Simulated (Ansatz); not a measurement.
# Bi (R-3m) in Ansatz: notebook

The runs below take Bi through band structure, density of states, single point, equation of state, with BLYP+D3(BJ)+ATM, PBE, revPBE-LDA, LDA.

Program: Ansatz 0.2.0. These are calculated values, not measurements. Logs are shortened: lines on timing, memory, paths and dates and some standing lists are left out, and cuts for length are marked.

## Step 1: Starting point

It takes space group R-3m (No. 166, trigonal). The conventional cell has a = 4.535 Å, b = 4.535 Å, c = 11.814 Å, α = 90.00°, β = 90.00°, γ = 120.00°. Bi (site symmetry 3m) has 6 Bi at 3.06 to 3.52 Å as nearest neighbours.

## Step 2: Band structure, BLYP+D3(BJ)+ATM, non-collinear spin, antiferromagnetic start (cell stretched)

input.yaml

```yaml
crystal:
  lattice:
    - [2.2973389482, 1.3263692602, 3.9898217322]
    - [-2.2973389482, 1.3263692602, 3.9898217322]
    - [0.0, -2.6527385203, 3.9898217322]
  atoms:
    - { symbol: Bi, position: [0.766, 0.766, 0.766], spin: 0.501, spin_axis: [0.707107, 0.707107, 0.0] }
    - { symbol: Bi, position: [0.234, 0.234, 0.234], spin: 0.501, spin_axis: [-0.707107, -0.707107, 0.0] }
kpoints:
  mp_grid: { grid: [5, 5, 5] }
  band_path:
    path:
      - [0.0, 0.0, 0.0]
      - [0.5, 0.0, 0.0]
      - [0.5, 0.2403434496, -0.2403434496]
    npoints: 6
scf:
  occupations: { method: fermi_dirac, width: 0.05 }
hamiltonian:
  xc: blyp
  dispersion: d3bjatm
  pseudopotentials:
    kind: all_electron
    lapw: { basis_error: 0.001, muffin_tin_radii: { Bi: 0.931 } }
    nuclear_model: point
magnetization:
  noncollinear: true
output:
  forces: true
  stress: true
  eigenvalues: true
```

Potentials or basis: all-electron LAPW, point nuclei.

The run is started by

```
$ ansatz run input.yaml --threads 1 --pin off --max-ram 2560MiB --backend cpu --events-out ev --progress --plain --runs-dir out
```

Output:

```text
Warning: RAYON_NUM_THREADS=1 ignored (pool sized by the plan → 1); use --threads N
LAPW: plane waves up to 13.487 Å⁻¹, error target 1.0e-3 eV per atom; small_component_spin mean_spin; Bi in spheres of 0.931 Å, 55 of its electrons in bands, Dirac shells [] (how accurate: hamiltonian.pseudopotentials.lapw.basis_error, Limitations)
[... 97 lines left out ...]
  k-point 1: bands = ["-883.6895", "-883.6895", "-883.6895", "-883.6895", "-663.0881", "-663.0881", "-663.0881", "-663.0881", "-663.0881", "-663.0881", "-663.0881", "-663.0881", "-663.0867", "-663.0867", "-663.0867", "-663.0867", "-411.6816", "-411.6816", "-411.6816", "-411.6816", "-411.6816", "-411.6816", "-411.6816", "-411.6816", "-411.6804", "-411.6804", "-411.6804", "-411.6804", "-411.6803", "-411.6803", "-411.6803", "-411.6803", "-411.6803", "-411.6803", "-411.6803", "-411.6803", "-140.0516", "-140.0516", "-140.0514", "-140.0514", "-134.9340", "-134.9340", "-134.9340", "-134.9340", "-134.9339", "-134.9339", "-134.9339", "-134.9339", "-134.9329", "-134.9329", "-134.9329", "-134.9329", "-134.9329", "-134.9329", "-134.9329", "-134.9329", "-134.9325", "-134.9325", "-134.9325", "-134.9325", "-134.9325", "-134.9325", "-134.9325", "-134.9325", "-134.9324", "-134.9324", "-134.9324", "-134.9324", "-78.0868", "-78.0868", "-78.0866", "-78.0866", "-78.0847", "-78.0847", "-78.0834", "-78.0834", "-78.0830", "-78.0830", "-78.0819", "-78.0819", "-9.6700", "-9.6700", "-9.6620", "-9.6620", "-9.5450", "-9.5450", "-9.5360", "-9.5360", "-9.5238", "-9.5238", "-9.4093", "-9.4093", "-9.3965", "-9.3965", "-9.3894", "-9.3894", "-9.3049", "-9.3049", "-9.2957", "-9.2957", "0.5638", "0.5638", "4.6539", "4.6539", "11.7949", "11.7949", "11.9357", "11.9357", "12.0336", "12.0336", "14.6852", "14.6852", "15.1025", "15.1025", "15.2574", "15.2574", "18.5580", "18.5580", "19.1807", "19.1807", "19.6697", "19.6697", "21.6957", "21.6957", "22.4226", "22.4226", "22.7338", "22.7338", "23.1233", "23.1233", "26.9226", "26.9226"]
  k-point 2: bands = ["-883.6895", "-883.6895", "-883.6895", "-883.6895", "-663.0881", "-663.0881", "-663.0881", "-663.0881", "-663.0881", "-663.0881", "-663.0881", "-663.0881", "-663.0867", "-663.0867", "-663.0867", "-663.0867", "-411.6816", "-411.6816", "-411.6816", "-411.6816", "-411.6816", "-411.6816", "-411.6816", "-411.6816", "-411.6804", "-411.6804", "-411.6804", "-411.6804", "-411.6803", "-411.6803", "-411.6803", "-411.6803", "-411.6803", "-411.6803", "-411.6803", "-411.6803", "-140.0516", "-140.0516", "-140.0515", "-140.0515", "-134.9340", "-134.9340", "-134.9340", "-134.9340", "-134.9339", "-134.9339", "-134.9339", "-134.9339", "-134.9329", "-134.9329", "-134.9329", "-134.9329", "-134.9329", "-134.9329", "-134.9329", "-134.9329", "-134.9325", "-134.9325", "-134.9325", "-134.9325", "-134.9325", "-134.9325", "-134.9325", "-134.9325", "-134.9324", "-134.9324", "-134.9324", "-134.9324", "-78.0867", "-78.0867", "-78.0864", "-78.0864", "-78.0852", "-78.0852", "-78.0834", "-78.0834", "-78.0825", "-78.0825", "-78.0821", "-78.0821", "-9.6186", "-9.6186", "-9.5784", "-9.5784", "-9.5278", "-9.5278", "-9.4902", "-9.4902", "-9.4845", "-9.4845", "-9.4568", "-9.4568", "-9.4391", "-9.4391", "-9.4085", "-9.4085", "-9.3807", "-9.3807", "-9.3479", "-9.3479", "1.5430", "1.5430", "3.1587", "3.1587", "11.8382", "11.8382", "11.9916", "11.9916", "12.5626", "12.5626", "13.3424", "13.3424", "13.9710", "13.9710", "14.3034", "14.3034", "19.9547", "19.9547", "20.9900", "20.9900", "21.5622", "21.5622", "22.8486", "22.8486", "23.9120", "23.9120", "24.4310", "24.4310", "26.1301", "26.1301", "26.1433", "26.1433"]
  k-point 18: bands = ["-883.6895", "-883.6895", "-883.6895", "-883.6895", "-663.0881", "-663.0881", "-663.0881", "-663.0881", "-663.0881", "-663.0881", "-663.0881", "-663.0881", "-663.0867", "-663.0867", "-663.0867", "-663.0867", "-411.6816", "-411.6816", "-411.6816", "-411.6816", "-411.6816", "-411.6816", "-411.6816", "-411.6816", "-411.6804", "-411.6804", "-411.6804", "-411.6804", "-411.6803", "-411.6803", "-411.6803", "-411.6803", "-411.6803", "-411.6803", "-411.6803", "-411.6803", "-140.0516", "-140.0516", "-140.0515", "-140.0515", "-134.9340", "-134.9340", "-134.9340", "-134.9340", "-134.9339", "-134.9339", "-134.9339", "-134.9339", "-134.9329", "-134.9329", "-134.9329", "-134.9329", "-134.9329", "-134.9329", "-134.9329", "-134.9329", "-134.9325", "-134.9325", "-134.9325", "-134.9325", "-134.9325", "-134.9325", "-134.9325", "-134.9325", "-134.9324", "-134.9324", "-134.9324", "-134.9324", "-78.0867", "-78.0867", "-78.0866", "-78.0866", "-78.0847", "-78.0847", "-78.0835", "-78.0835", "-78.0828", "-78.0828", "-78.0821", "-78.0821", "-9.6194", "-9.6194", "-9.6154", "-9.6154", "-9.5282", "-9.5282", "-9.5157", "-9.5157", "-9.5028", "-9.5028", "-9.4254", "-9.4254", "-9.4108", "-9.4108", "-9.4031", "-9.4031", "-9.3608", "-9.3608", "-9.3507", "-9.3507", "1.5858", "1.5858", "3.2215", "3.2215", "9.9863", "9.9863", "11.7036", "11.7036", "11.9639", "11.9639", "14.5970", "14.5970", "14.9276", "14.9276", "16.9743", "16.9743", "19.5398", "19.5398", "20.5053", "20.5053", "21.1815", "21.1815", "23.1307", "23.1307", "24.6514", "24.6514", "24.7325", "24.7325", "25.2249", "25.2249", "26.3433", "26.3433"]
```

bands.tsv:

```text
[... 22 lines left out ...]
```

Wall time 6.7 min (1 thread of Intel Xeon 6975P-C (Granite Rapids), shared host); peak memory 1.3 GiB.

What came out:

```yaml
Free_energy: -1171823.7070 eV
Pressure: -1.6 GPa
Largest_force: 0.076 eV/Å
Band_gap_on_the_k_mesh: 0.28 eV, indirect (least direct gap 0.37 eV)
Band_gap_along_the_path: 0.08 eV, direct
Net_moment: 0.00 μB per cell
Absolute_moment: 0.00 μB per cell
```

Forces on the atoms (eV/Å):
```
Bi   0.000  0.000  0.076
Bi   0.000  0.000 -0.076
```

Stress tensor (GPa, compression positive):
```
-1.48  0.00  0.00
 0.00 -1.48  0.00
 0.00  0.00 -1.86
```

Levels at the corners of the path, in eV from the valence-band top:
| point | band 106 | band 107 | band 108 | band 109 | band 110 | band 111 | band 112 | band 113 | band 114 | band 115 |
| --- | --- | --- | --- | --- | --- | --- | --- | --- | --- | --- |
| Γ | -1.17 | -0.94 | -0.94 | -0.94 | -0.94 | 2.69 | 2.69 | 3.09 | 3.09 | 3.09 |
| L | -1.01 | -0.87 | -0.87 | 0.00 | 0.00 | 0.08 | 0.08 | 0.85 | 0.85 | 1.27 |
| B1 | -3.57 | -3.49 | -3.49 | -0.18 | -0.18 | 1.02 | 1.02 | 5.21 | 5.21 | 5.22 |

Moments on the atoms (μB; x, y, z):
```
Bi  0.00 0.00 0.00
Bi  0.00 0.00 0.00
```

Caveat: spin-orbit coupling is left out, which as a rule narrows the gap of such compounds by several tenths of an eV; the mesh misses the band edges, which the band path finds closer together; the starting moments weren't kept.

## Step 3: Density of states, PBE, spin-orbit coupling, no magnetisation

input.yaml

```yaml
crystal:
  lattice: { a: 4.535, b: 4.535, c: 11.814, alpha: 90.0, beta: 90.0, gamma: 120.0 }
  space_group: 166
  setting: { hermann_mauguin: R-3m }
  reduce_to_primitive: true
  atoms:
    - { symbol: Bi, position: [0.0, 0.0, 0.766] }
kpoints:
  mp_grid: { grid: [5, 5, 5] }
scf:
  occupations: { method: methfessel_paxton, width: 0.05 }
hamiltonian:
  xc: pbe
  pseudopotentials: { kind: all_electron, lapw: { basis_error: 0.002 } }
magnetization:
  noncollinear: true
  spin_orbit: true
output:
  forces: true
  stress: true
  eigenvalues: true
  dos: { projected: false, de: 0.2, e_range: [-20, 6] }
```

Potentials or basis: all-electron LAPW, relativistic spinors.

The run is started by

```
$ ansatz run input.yaml --threads 1 --pin off --max-ram 2560MiB --backend cpu --events-out ev --progress --plain --runs-dir out
```

Wall time 85 s (1 thread of Intel Xeon Platinum 8259CL at 2.50GHz (Skylake/Cascade Lake), shared host); peak memory 0.5 GiB.

The run converged, but a check on its numbers failed (symmetry, net force, bounds or a known fault of this set-up), so they aren't taken as properties of the crystal.

Caveat: the mesh shows a gap though the element is a metal.

## Step 4: Band structure, revPBE-LDA, collinear spin, antiferromagnetic start

input.yaml

```yaml
crystal:
  lattice:
    - [2.2675, 1.3091417354, 3.938]
    - [-2.2675, 1.3091417354, 3.938]
    - [0.0, -2.6182834708, 3.938]
  atoms:
    - { symbol: Bi, position_ang: [0.0, 0.0, 9.049524], spin: 0.5 }
    - { symbol: Bi, position_ang: [0.0, 0.0, 2.764476], spin: -0.5 }
kpoints:
  mp_grid: { grid: [7, 7, 7] }
  band_path:
    path:
      - [0.0, 0.0, 0.0]
      - [0.5, 0.0, 0.0]
      - [0.5, 0.2403434496, -0.2403434496]
    npoints: 10
scf:
  occupations: { method: gaussian, width: 0.025 }
hamiltonian:
  xc: { exchange: revpbe, correlation: lda }
  pseudopotentials: { kind: all_electron, lapw: { basis_error: 0.001 } }
magnetization:
  spin_polarized: true
output:
  forces: true
  stress: true
  eigenvalues: true
```

Potentials or basis: all-electron LAPW, scalar-relativistic.

The run is started by

```
$ ansatz run input.yaml --threads 1 --pin off --max-ram 2560MiB --backend cpu --events-out ev --progress --plain --runs-dir out
```

Output:

```text
Warning: RAYON_NUM_THREADS=1 ignored (pool sized by the plan → 1); use --threads N
LAPW: plane waves up to 7.498 Å⁻¹, error target 1.0e-3 eV per atom; small_component_spin mean_spin; Bi in spheres of 1.532 Å, 37 of its electrons in bands, Dirac shells [] (how accurate: hamiltonian.pseudopotentials.lapw.basis_error, Limitations)
Engine: ansatz 0.2.0, x86_64-unknown-linux-gnu
Pseudopotentials: kind: all_electron
Pseudopotential: Bi, LAPW, valence charge 37, lapw/all_electron/scalar/gaussian/Bi, Koelling and Harmon's equation, gaussian nucleus
Functional definition: unnamed
  exchange = pbe_x(kappa = 1.245)
  correlation = pw_c
Crystal: 2 atoms, lattice volume = 70.139 Å³
Basis set: ecut = 214.18720247298268 eV, 507 PW (Γ), exchange–correlation at level 2
Bands: 45, of which v1, the nominal top of the filled ones, is band 37 counted from 1 (36 counted from 0)
Symmetry: 6 space group operations
Space group: R3m (ITA 160), of the structure as read, at distance tolerance 4.1e-5 Å
Magnetic group: BNS 166.99 (UNI 1329), of the structure as read, at distance tolerance 4.1e-5 Å
k-points: 44 of 343 (time reversal used)
Non-local potential: Bi, projectors of the file, none
Initial density: superposition of atomic densities (chi_scale 0.1, normalization cell)
Starting moments: Σ|m| = 1 μB on 2 of 2 sites
Starting magnetic order: antiferromagnet; an inversion exchanges its spin sublattices: spin-degenerate at every k-point
Initial wavefunctions: plane waves of lowest kinetic energy (no species holds an atomic orbital)
Functional: x = revpbe(κ = 1.245, μ = 0.2195149727645171), c = lda
iter 1 solved again at ethr=1.27e-4 eV; its pass at ethr=1.00e-1 eV (dr2=9.37e-2 eV) is discarded
[... 26 lines left out ...]
Absolute magnetization: 0.0000 μB (∫|ρ↑−ρ↓|)
Spin contamination: 0.0000 ħ² per cell (⟨S²⟩ above its minimum at these occupations)
Per-site moments (μB) at R_I (Å): [(-1.3518539887513725e-6, 1.531872736225354), (1.3518542303359027e-6, 1.531872736225354)]
Free energy (F): -1171630.678816 eV
Harris-Foulkes:  -1171630.678816 eV  (|F-HF|=6.98e-10)
Internal energy: -1171630.678816 eV  (E = F + TS)
E sigma→0 (E₀):  -1171630.678816 eV
Fermi energy:    13.588092 eV
--- Per-component energies (eV) ---
  E_band       = -5375.838141
  E_kinetic    = 1356232.546520
  E_xc         = -21833.120986
  E_electrostatic = -2506030.104350  (all electrons and nuclei)
  E_smearing   = -0.000000  (= −TS)
  E_closure    = 0.000000  (closes the sum)
  E_atoms      = -1171625.401188  (free atoms, spherical and without spin; not in F)
  Σ components = -1171630.678816   (vs F -1171630.678816, Δ=0.00e0)
  Basis errors (estimates in eV, not in F): energy 4.3e-4 per atom: plane waves 4.0e-4 (2.2e-4 summed), levels above the bands 0.0e0, relativity 1.6e-7, radial functions 2.9e-5, core shells 3.7e-8; eigenvalues (radial functions only) 6.7e-7; not estimated: angular momenta, meshes, grids; target (lapw.basis_error) 1.0e-3; muffin-tin radii Bi 1.532 Å
--- Forces (eV/Å), atoms counted from 1 ---
  atom   1  Bi    -0.00000000    -0.00000000    -0.22706269
  atom   2  Bi     0.00000000     0.00000000     0.22706269
  max |Σ_I F_I| component: 7.36e-12 eV/Å
--- Stress (GPa, compression-positive) ---
        8.067055       0.000000       0.000000
        0.000000       8.067055       0.000000
        0.000000       0.000000       7.967623
  P = ⅓ Tr σ = 8.0339 GPa (80.339 kbar)
--- Band table (eV; the first three rows and the last of 88) ---
  k-point 0 ↑: bands = ["-139.6919", "-139.6917", "-134.8806", "-134.8806", "-134.8805", "-134.8805", "-134.8781", "-134.8781", "-134.8781", "-134.8781", "-134.8772", "-134.8772", "-134.8772", "-134.8772", "-134.8769", "-134.8769", "-77.9157", "-77.9157", "-77.9115", "-77.9115", "-77.9090", "-77.9059", "-9.5206", "-9.5206", "-9.3708", "-9.3708", "-9.3520", "-9.1849", "-9.1747", "-9.1747", "-9.0494", "-9.0494", "0.4271", "5.9709", "12.0843", "12.3146", "12.3146", "16.0804", "16.5079", "16.5079", "19.5745", "19.6878", "19.6878", "20.3188", "20.6788"]
  k-point 1 ↑: bands = ["-139.6919", "-139.6917", "-134.8806", "-134.8806", "-134.8805", "-134.8805", "-134.8781", "-134.8781", "-134.8781", "-134.8781", "-134.8772", "-134.8772", "-134.8772", "-134.8772", "-134.8769", "-134.8769", "-77.9157", "-77.9156", "-77.9119", "-77.9116", "-77.9087", "-77.9059", "-9.5062", "-9.5019", "-9.3644", "-9.3595", "-9.3422", "-9.1946", "-9.1843", "-9.1805", "-9.0699", "-9.0648", "0.6159", "5.5440", "12.1561", "12.3089", "12.3641", "15.6847", "15.9055", "16.0885", "19.1138", "19.5466", "19.9164", "21.6279", "22.1529"]
  k-point 2 ↑: bands = ["-139.6919", "-139.6917", "-134.8806", "-134.8806", "-134.8805", "-134.8805", "-134.8781", "-134.8781", "-134.8781", "-134.8781", "-134.8772", "-134.8772", "-134.8772", "-134.8772", "-134.8769", "-134.8769", "-77.9157", "-77.9153", "-77.9126", "-77.9116", "-77.9080", "-77.9062", "-9.4688", "-9.4495", "-9.3501", "-9.3290", "-9.3130", "-9.2269", "-9.2112", "-9.1930", "-9.1234", "-9.1039", "1.1682", "4.5119", "12.1887", "12.3240", "12.6648", "14.5734", "15.1010", "15.2836", "19.5262", "20.3242", "20.8865", "23.9650", "24.5240"]
  k-point 43 ↓: bands = ["-139.6919", "-139.6917", "-134.8806", "-134.8806", "-134.8805", "-134.8805", "-134.8781", "-134.8781", "-134.8781", "-134.8781", "-134.8772", "-134.8772", "-134.8772", "-134.8772", "-134.8769", "-134.8769", "-77.9155", "-77.9154", "-77.9121", "-77.9118", "-77.9082", "-77.9063", "-9.4337", "-9.4330", "-9.3376", "-9.3310", "-9.3119", "-9.2210", "-9.2055", "-9.2016", "-9.1492", "-9.1448", "1.7613", "3.6155", "10.9518", "12.3708", "12.8028", "14.6551", "15.0112", "16.6007", "20.4562", "21.5091", "21.9642", "23.8701", "24.6596"]
```

Wall time 2.5 min (1 thread of Intel Xeon Platinum 8259CL at 2.50GHz (Skylake/Cascade Lake), shared host); peak memory 0.52 GiB.

Results:

* Free energy: -1171630.6788 eV
* Pressure: 8.0 GPa
* Largest force: 0.227 eV/Å
* Band gap on the k mesh: 0.28 eV, indirect (least direct gap 0.54 eV)
* Band gap along the path: 0.09 eV, direct
* Net moment: 0.00 μB per cell
* Absolute moment: 0.00 μB per cell

Forces in eV/Å, atoms in the order of the input:
```
Bi   0.000  0.000 -0.227
Bi   0.000  0.000  0.227
```

Stress tensor (GPa, compression positive):
```
8.07 0.00 0.00
0.00 8.07 0.00
0.00 0.00 7.97
```

Levels at the corners of the path, in eV from the valence-band top:
Spin up:
| point | band 35 | band 36 | band 37 | band 38 | band 39 | band 40 |
| --- | --- | --- | --- | --- | --- | --- |
| Γ | -1.29 | -1.06 | -1.06 | 2.71 | 3.14 | 3.14 |
| L | -1.10 | -0.99 | 0.00 | 0.09 | 0.84 | 1.26 |
| B1 | -3.78 | -3.69 | -0.24 | 1.04 | 5.35 | 5.35 |
Spin down:
```
point  band 34  band 35  band 36  band 37  band 38  band 39  band 40  band 41
    Γ    -7.40    -1.29    -1.06    -1.06     2.71     3.14     3.14     6.20
    L   -10.40    -1.10    -0.99     0.00     0.09     0.84     1.26     8.19
   B1   -10.11    -3.78    -3.69    -0.24     1.04     5.35     5.35     6.48
```

Caveat: spin-orbit coupling is left out, which as a rule narrows the gap of such compounds by several tenths of an eV; the mesh misses the band edges, which the band path finds closer together; the starting moments weren't kept.

## Step 5: Single point, LDA, non-collinear spin, antiferromagnetic start, 32.97 Å³/atom (volume scaled by 0.94)

input.yaml

```yaml
crystal:
  lattice:
    - [2.2212115015, 1.2824170583, 3.8576100961]
    - [-2.2212115015, 1.2824170583, 3.8576100961]
    - [0.0, -2.5648341167, 3.8576100961]
  atoms:
    - { symbol: Bi, position: [0.766, 0.766, 0.766], spin: 0.5, spin_axis: [0.0, 0.0, 1.0] }
    - { symbol: Bi, position: [0.234, 0.234, 0.234], spin: 0.5, spin_axis: [0.0, 0.0, -1.0] }
kpoints:
  mp_grid: { grid: [5, 5, 5] }
scf:
  occupations: { method: fermi_dirac, width: 0.1 }
hamiltonian:
  xc: lda
  pseudopotentials: { kind: all_electron, lapw: { basis_error: 0.001 } }
magnetization:
  noncollinear: true
output:
  forces: true
  stress: true
  eigenvalues: true
```

The run is started by

```
$ ansatz run input.yaml --threads 1 --pin off --max-ram 2560MiB --backend cpu --events-out ev --progress --plain --runs-dir out
```

Run time: 2.1 min. Hardware: 1 thread of Intel Xeon Platinum 8259CL at 2.50GHz (Skylake/Cascade Lake), shared host; peak memory 0.61 GiB.

The run converged. Its results:

| Quantity | Value |
| --- | --- |
| Free energy | -1170791.0652 eV |
| Pressure | 1.6 GPa |
| Largest force | 0.220 eV/Å |
| Net moment | 0.00 μB per cell |
| Absolute moment | 0.00 μB per cell |

Caveat: spin-orbit coupling is left out, which moves the levels of the heavy elements; the starting moments weren't kept.

(Continued in part 2 of 2.)
